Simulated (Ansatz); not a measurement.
# Ag: the crystal squeezed far

An exercise on one series of results from a longer session: the logs are not shown, and one member is left open.

Computed with Ansatz 0.2.0 (DFT, PBE, PAW with Ansatz's default frozen-core files, scalar-relativistic, unless a step's input says otherwise).

## The structure to begin with

It takes space group Pm-3m (No. 221, cubic). The conventional cell has a = 2.680 Å, b = 2.680 Å, c = 2.680 Å, α = 90.00°, β = 90.00°, γ = 90.00°. Ag (site symmetry m-3m) is surrounded by 6 Ag at 2.68 Å.

Coordinates:

```cif
data_structure
_symmetry_space_group_name_H-M 'Pm-3m'
_symmetry_Int_Tables_number 221
_cell_length_a 2.6803
_cell_length_b 2.6803
_cell_length_c 2.6803
_cell_angle_alpha 90.000
_cell_angle_beta 90.000
_cell_angle_gamma 90.000
_cell_volume 19.25
loop_
_atom_site_label
_atom_site_type_symbol
_atom_site_symmetry_multiplicity
_atom_site_Wyckoff_symbol
_atom_site_fract_x
_atom_site_fract_y
_atom_site_fract_z
_atom_site_occupancy
Ag1 Ag 1 a 0.00000 0.00000 0.00000 1
```

The file gives the conventional cell by its symmetry; the runs use the cell typed in the input.

Whether this phase is the stable one at these pressures isn't tested.

The first run:

File input.yaml:

```yaml
crystal:
  lattice:
    - [2.6802509604, 0.0, 0.0]
    - [0.0, 2.6802509604, 0.0]
    - [0.0, 0.0, 2.6802509604]
  atoms:
    - { symbol: Ag, position: [0.0, 0.0, 0.0] }
kpoints:
  mp_grid: { grid: [16, 16, 16] }
scf:
  occupations: { method: fermi_dirac, width: 0.08 }
hamiltonian:
  xc: pbe
  pseudopotentials: { kind: paw }
output:
  forces: true
  stress: true
relax:
  f_tol: 0.005
  max_steps: 40
  cell: {}
```

Launch:

```sh
$ ansatz run input.yaml --threads 1 --pin off --max-ram 2048MiB --backend cpu --events-out ev --progress --plain --runs-dir out
```

Steps of the session up to this table: Cell relaxed at zero pressure, PAW; Volume scaled by 1, PAW; Volume scaled by 0.92, PAW; Volume scaled by 0.84, PAW; Volume scaled by 0.76, PAW; Volume scaled by 0.68, PAW; Volume scaled by 0.6, PAW; Volume scaled by 0.52, PAW; Volume scaled by 0.45, PAW; Volume scaled by 0.45, PAW (cutoff 300 eV).

One table of the session follows, with a row left open; its other results are not shown here.

| method | volume over the first | volume (Å³/atom) | pressure (GPa) |
| --- | --- | --- | --- |
| PAW | 1 | 20.821 | -0.04 |
| PAW | 0.92 | 19.156 | 7.04 |
| PAW | 0.84 | 17.490 | 19.11 |
| PAW | 0.76 | 15.824 | 39.87 |
| PAW | 0.68 | ? | ? |
| PAW | 0.6 | 12.493 | 142.37 |
| PAW | 0.52 | 10.827 | 267.02 |
| PAW | 0.45 | 9.370 | 474.90 |
| PAW (cutoff 300 eV) | 0.45 | 9.370 | 473.84 |

**Question.** Estimate the row for PAW, 0.68.

As computed: volume (Å³/atom): 14.159; pressure (GPa): 76.35. In the column «volume (Å³/atom)» it lies between PAW, 0.6 (12.493) and PAW, 0.76 (15.824).

Caveats from the session: Warnings in the runs' records: cutoff below recommended.
